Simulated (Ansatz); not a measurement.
# SiC: the cost of one run

Program: Ansatz 0.2.0. Level of theory: DFT PBE, scalar-relativistic, plane waves, PAW. These are calculated values, not measurements.

### Step 1. The starting structure

The structure is orthorhombic, space group Cmc2_1 (No. 36). The conventional cell has a = 3.078 Å, b = 5.335 Å, c = 15.122 Å, α = 90.00°, β = 90.00°, γ = 90.00°. Si (site symmetry m) is surrounded by 4 C at 1.87 to 1.91 Å. Around Si (site symmetry m) lie 4 C at 1.87 to 1.92 Å. C (site symmetry m) has 4 Si at 1.87 to 1.92 Å in its first shell of neighbours. C (site symmetry m) has 4 Si at 1.87 to 1.91 Å in its first shell of neighbours.

Coordinates:

```
Si C
1.0
    -6.15560    0.00000    0.00000
    -3.07780   -5.33500    0.00000
    -3.07780    0.00000   15.12190
Si C
24 24
Direct
  0.98735 0.16730 0.85800
  0.48735 0.16730 0.85800
  0.98735 0.66730 0.85800
  0.48735 0.66730 0.85800
  0.90465 0.83270 0.35800
  0.40465 0.83270 0.35800
  0.90465 0.33270 0.35800
  0.40465 0.33270 0.35800
  0.98760 0.50070 0.52410
  0.48760 0.50070 0.52410
  0.98760 0.00070 0.52410
  0.48760 0.00070 0.52410
  0.73830 0.49930 0.02410
  0.23830 0.49930 0.02410
  0.73830 0.99930 0.02410
  0.23830 0.99930 0.02410
  0.73653 0.83570 0.69124
  0.23653 0.83570 0.69124
  0.73653 0.33570 0.69124
  0.23653 0.33570 0.69124
  0.82223 0.16430 0.19124
  0.32223 0.16430 0.19124
  0.82223 0.66430 0.19124
  0.32223 0.66430 0.19124
  0.92685 0.49600 0.65030
  0.42685 0.49600 0.65030
  0.92685 0.99600 0.65030
  0.42685 0.99600 0.65030
  0.67285 0.50400 0.15030
  0.17285 0.50400 0.15030
  0.67285 0.00400 0.15030
  0.17285 0.00400 0.15030
  0.92915 0.16000 0.98170
  0.42915 0.16000 0.98170
  0.92915 0.66000 0.98170
  0.42915 0.66000 0.98170
  0.83915 0.84000 0.48170
  0.33915 0.84000 0.48170
  0.83915 0.34000 0.48170
  0.33915 0.34000 0.48170
  0.67710 0.82900 0.81680
  0.17710 0.82900 0.81680
  0.67710 0.32900 0.81680
  0.17710 0.32900 0.81680
  0.75610 0.17100 0.31680
  0.25610 0.17100 0.31680
  0.75610 0.67100 0.31680
  0.25610 0.67100 0.31680
```

The runs take a perfect supercell of 48 atoms; the defect goes to fractional position (0.927, 0.496, 0.650).

### Step 2. The perfect supercell

Input file input.yaml:

```yaml
crystal:
  lattice:
    - [-6.1556, 0.0, 0.0]
    - [-3.0778, -5.335, 0.0]
    - [-3.0778, 0.0, 15.1219]
  atoms:
    - { symbol: Si, position: [0.98735, 0.1673, 0.858] }
    - { symbol: Si, position: [0.48735, 0.1673, 0.858] }
    - { symbol: Si, position: [0.98735, 0.6673, 0.858] }
    - { symbol: Si, position: [0.48735, 0.6673, 0.858] }
    - { symbol: Si, position: [0.90465, 0.8327, 0.358] }
    - { symbol: Si, position: [0.40465, 0.8327, 0.358] }
    - { symbol: Si, position: [0.90465, 0.3327, 0.358] }
    - { symbol: Si, position: [0.40465, 0.3327, 0.358] }
    - { symbol: Si, position: [0.9876, 0.5007, 0.5241] }
    - { symbol: Si, position: [0.4876, 0.5007, 0.5241] }
    - { symbol: Si, position: [0.9876, 0.0007, 0.5241] }
    - { symbol: Si, position: [0.4876, 0.0007, 0.5241] }
    - { symbol: Si, position: [0.7383, 0.4993, 0.0241] }
    - { symbol: Si, position: [0.2383, 0.4993, 0.0241] }
    - { symbol: Si, position: [0.7383, 0.9993, 0.0241] }
    - { symbol: Si, position: [0.2383, 0.9993, 0.0241] }
    - { symbol: Si, position: [0.73653, 0.8357, 0.69124] }
    - { symbol: Si, position: [0.23653, 0.8357, 0.69124] }
    - { symbol: Si, position: [0.73653, 0.3357, 0.69124] }
    - { symbol: Si, position: [0.23653, 0.3357, 0.69124] }
    - { symbol: Si, position: [0.82223, 0.1643, 0.19124] }
    - { symbol: Si, position: [0.32223, 0.1643, 0.19124] }
    - { symbol: Si, position: [0.82223, 0.6643, 0.19124] }
    - { symbol: Si, position: [0.32223, 0.6643, 0.19124] }
    - { symbol: C, position: [0.92685, 0.496, 0.6503] }
    - { symbol: C, position: [0.42685, 0.496, 0.6503] }
    - { symbol: C, position: [0.92685, 0.996, 0.6503] }
    - { symbol: C, position: [0.42685, 0.996, 0.6503] }
    - { symbol: C, position: [0.67285, 0.504, 0.1503] }
    - { symbol: C, position: [0.17285, 0.504, 0.1503] }
    - { symbol: C, position: [0.67285, 0.004, 0.1503] }
    - { symbol: C, position: [0.17285, 0.004, 0.1503] }
    - { symbol: C, position: [0.92915, 0.16, 0.9817] }
    - { symbol: C, position: [0.42915, 0.16, 0.9817] }
    - { symbol: C, position: [0.92915, 0.66, 0.9817] }
    - { symbol: C, position: [0.42915, 0.66, 0.9817] }
    - { symbol: C, position: [0.83915, 0.84, 0.4817] }
    - { symbol: C, position: [0.33915, 0.84, 0.4817] }
    - { symbol: C, position: [0.83915, 0.34, 0.4817] }
    - { symbol: C, position: [0.33915, 0.34, 0.4817] }
    - { symbol: C, position: [0.6771, 0.829, 0.8168] }
    - { symbol: C, position: [0.1771, 0.829, 0.8168] }
    - { symbol: C, position: [0.6771, 0.329, 0.8168] }
    - { symbol: C, position: [0.1771, 0.329, 0.8168] }
    - { symbol: C, position: [0.7561, 0.171, 0.3168] }
    - { symbol: C, position: [0.2561, 0.171, 0.3168] }
    - { symbol: C, position: [0.7561, 0.671, 0.3168] }
    - { symbol: C, position: [0.2561, 0.671, 0.3168] }
basis:
  ecutwfc: 420
  fft_grid_basis: typed
kpoints:
  mp_grid: { grid: [2, 2, 2] }
hamiltonian:
  xc: pbe
  pseudopotentials: { kind: paw }
scf:
  occupations: { method: gaussian, width: 0.05 }
output:
  forces: true
  stress: false
  eigenvalues: true
  bader: false
  write_density: true
  volumetric_format: npy
```

Run with:

```sh
> ansatz run input.yaml --threads 4 --pin off --max-ram 10240MiB --backend cpu --events-out ev --progress --plain --runs-dir out
```

**Question.** How long does this run take on 4 threads of Intel Xeon 6975P-C (Granite Rapids), shared host, and how much memory does it need?

About 2.9 s, with a peak of 1.9 GiB.
